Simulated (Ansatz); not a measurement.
# MgI2: a single-point run

Aim: a sound single-point run of MgI2. The structure is shown as the input types it. The cell is built on a prototype (CdCl2 type) and needn't be the phase found in nature.

Method: density functional or hybrid calculation with the settings of its input, plane waves (as first typed), in Ansatz 0.2.0.

2 further runs of the same task are left out: 1 for a known fault of the program, 1 that didn't finish.

## Step 1: Starting point

Symmetry: R-3m, No. 166, trigonal system. Conventional cell: a = 4.157 Å, b = 4.157 Å, c = 20.677 Å, α = 90.00°, β = 90.00°, γ = 120.00°. Mg (site symmetry -3m) has 6 I at 2.92 Å as nearest neighbours. I (site symmetry 3m) is surrounded by 3 Mg at 2.92 Å.

Structure file:

```
Mg I
1.0
     2.07868    1.20013    6.89235
    -2.07868    1.20013    6.89235
     0.00000   -2.40025    6.89235
Mg I
1 2
Direct
  0.00000 0.00000 0.00000
  0.25269 0.25269 0.25269
  0.74731 0.74731 0.74731
```

## Step 2: The run

Contents of input.yaml:

```yaml
crystal:
  lattice:
    - [2.0786779714, 1.2001252863, 6.8923459914]
    - [-2.0786779714, 1.2001252863, 6.8923459914]
    - [0.0, -2.4002505727, 6.8923459914]
  atoms:
    - { symbol: Mg, position: [0.0, 0.0, 0.0] }
    - { symbol: I, position: [0.2526882644, 0.2526882644, 0.2526882644] }
    - { symbol: I, position: [0.7473117356, 0.7473117356, 0.7473117356] }
kpoints:
  mp_grid: { grid: [6, 6, 6] }
hamiltonian:
  xc: pbesol
scf:
  occupations: { method: fixed }
  n_extra_bands: 4
  max_iter: 95
output:
  forces: true
  stress: true
  eigenvalues: true
basis:
  ecutwfc: 120
```

The run is started by

```console
$ ansatz run input.yaml --threads 4 --pin off --max-ram 3686MiB --backend cpu --events-out ev --progress --plain --runs-dir out
```

Q: Will this input give a usable result? If not, why, and what should change?

The run converged and reported no error, with warnings (cutoff below recommended). It gives a pressure of -64 GPa, which is large.

Look at the input: basis.ecutwfc is 120. The cutoff lies far under what these potentials need. The potentials' recommended cutoff is 420 eV.

Run again and compare: delete basis.ecutwfc (the default then holds).
